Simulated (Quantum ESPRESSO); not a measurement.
```
! title: E(M) of CoO
! method: PBE with U = 2.1 eV on Co d (ortho-atomic projectors); plane waves with GBRV 1.5 PBE potentials, no spin-orbit coupling (and 1 further level or step)
! program: Quantum ESPRESSO 7.5
! settings of one run: GBRV 1.5 PBE, potential files Co: co_pbe_v1.2.uspp.F.UPF, O: o_pbe_v1.2.uspp.F.UPF, cutoff 544.23 eV, 8×8×4 k-mesh, 35 bands, fermi-dirac occupations, smearing width 0.136 eV, collinear spin, SCF threshold 8.00e-9, diagonalization cg, Hubbard form dudarev, Hubbard projectors ortho-atomic, starting moments 3 3 0 0 μB
! cost: 13 runs, 20 min in all on 2 MPI ranks of Arm Neoverse V2, shared host (the runs of this entry)
! notes: The run is spin-polarised, with a total moment of 5.99 μB a cell (absolute 6.00). All runs start parallel; opposed orders may lie lower.
! moment of the free run: 5.99 μB a cell
! energy at zero total moment: 2794 meV a cell over the lowest
CELL_PARAMETERS angstrom
3.19765 0.00000 0.00000
-1.59882 2.76924 0.00000
0.00000 0.00000 5.22871
ATOMIC_POSITIONS crystal
Co 0.00000 0.00000 0.00347
Co 0.33333 0.66667 0.50336
O 0.00000 0.00000 0.37161
O 0.33333 0.66667 0.87156
```

[Logs and program files are shortened in this print: banners, set-up blocks, solver, clock and traceback lines can be left out without a mark of their own.]

[Logs are printed without paths, hosts, clocks, repeated set-up lines and the standing remarks that a program may print on its own settings, such as how far it seeks lower states.]

[Hosts, paths, dates, database ids (printed as entryN), source tags and the programs' standing remarks are cut or masked in the printed files.]

[Where a cell is said to come from a database of computed structures, the database is the Materials Project.]
